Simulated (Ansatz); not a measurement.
# K: a sweep of the PAW cutoff

One table from this session's results is given with a row withheld; the runs are named, their logs left out.

Program: Ansatz 0.2.0. Level of theory: DFT, PBE, PAW with Ansatz's default frozen-core files, scalar-relativistic. These are calculated values, not measurements.

## Starting point

The structure is cubic, space group Im-3m (No. 229). The conventional cell has a = 5.236 Å, b = 5.236 Å, c = 5.236 Å, α = 90.00°, β = 90.00°, γ = 90.00°.

Structure file:

```
K
1.0
    -2.61800    2.61800    2.61800
     2.61800   -2.61800    2.61800
     2.61800    2.61800   -2.61800
K
1
Cartesian
  0.0000 0.0000 0.0000
```

The cell comes from a crystallographic database entry that wasn't checked; take it as a given geometry, which may be far from equilibrium.

The first run:

File input.yaml:

```yaml
crystal:
  lattice:
    - [-2.618, 2.618, 2.618]
    - [2.618, -2.618, 2.618]
    - [2.618, 2.618, -2.618]
  atoms:
    - { symbol: K, position: [0.0, 0.0, 0.0] }
kpoints:
  mp_grid: { grid: [10, 10, 10] }
scf:
  occupations: { method: fermi_dirac, width: 0.08 }
hamiltonian:
  xc: pbe
  pseudopotentials: { kind: paw }
output:
  forces: true
  stress: true
  eigenvalues: true
  efg: { contact_densities: true }
basis:
  ecutwfc: 150
```

Launch:

```sh
$ ansatz run input.yaml --threads 1 --pin off --max-ram 2048MiB --backend cpu --events-out ev --progress --plain --runs-dir out
```

Steps of the session up to this table: With PAW files, cutoff 150 eV; With PAW files, cutoff 200 eV; With PAW files, cutoff 300 eV; With PAW files, cutoff 500 eV; With PAW files, cutoff 800 eV.

One table of the session follows, with a row left open; its other results are not shown here.

It belongs to the step «The sweep in one table». 

| cutoff (eV) | pressure (GPa) |
| --- | --- |
| 150 | -0.10 |
| 200 | ? |
| 300 | 0.11 |
| 500 | 0.11 |
| 800 | 0.11 |

Q: Estimate the row for cutoff (eV) = 200 from the others.

Worked estimate for «pressure (GPa)». A straight line through the neighbours (150, -0.10) and (300, 0.11) gives -0.10 + (0.11 + 0.10) × (200 − 150) / (300 − 150) = -0.03; a parabola fitted to 3 rows on both sides gives -0.01.

As computed: pressure (GPa): 0.17. In «pressure (GPa)» the line misses by -0.20 and the parabola by -0.18. Between these rows the values bend or scatter more than so simple an estimate can follow.

Energies are those extrapolated to zero smearing.

Caveats from the session: Warnings in the runs' records: cutoff below recommended.
